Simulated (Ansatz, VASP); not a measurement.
**Two plane-wave programs on GaSb**

```xyz
2
Lattice="0.0000 3.1077 3.1077 3.1077 0.0000 3.1077 3.1077 3.1077 0.0000" Properties=species:S:1:pos:R:3 pbc="T T T"
Ga    0.0000    0.0000    0.0000
Sb    4.6616    4.6616    4.6616
```

Alike in both runs: functional PBE; k mesh 12 × 12 × 12; occupations gaussian, width 0.1 eV; no spin polarisation.

Ansatz relaxed the structure, and its values are those at the end. VASP's run is a single point on that final structure, the one shown.

|  | VASP | Ansatz |
| --- | --- | --- |
| version | VASP 6.6.1 | Ansatz 0.2.0 |
| potentials or method | VASP PAW PBE potentials, release 64 (Ga_d, Sb) | scalar-relativistic, plane waves, PAW |
| plane-wave cutoff (eV) | 520 | 420 |
| valence electrons in the cell | 18 | 28 |

```tsv
	VASP	Ansatz	Ansatz less VASP
gap on the k mesh at the Fermi level (eV)	none	none	-
pressure (GPa)	0.0	0.0	-0.07
```

A gap of «none» marks a metal or a gap that the smearing closes. The functional is the same, so the differences come from potentials, cutoffs and numerics. The two sets of potentials don't hold the same shells in valence.

Caveats: this crystal is a semiconductor, whose small gap the functional closes, so the metal is an error of the method. Spin-orbit coupling is left out, which matters for the levels of Sb.
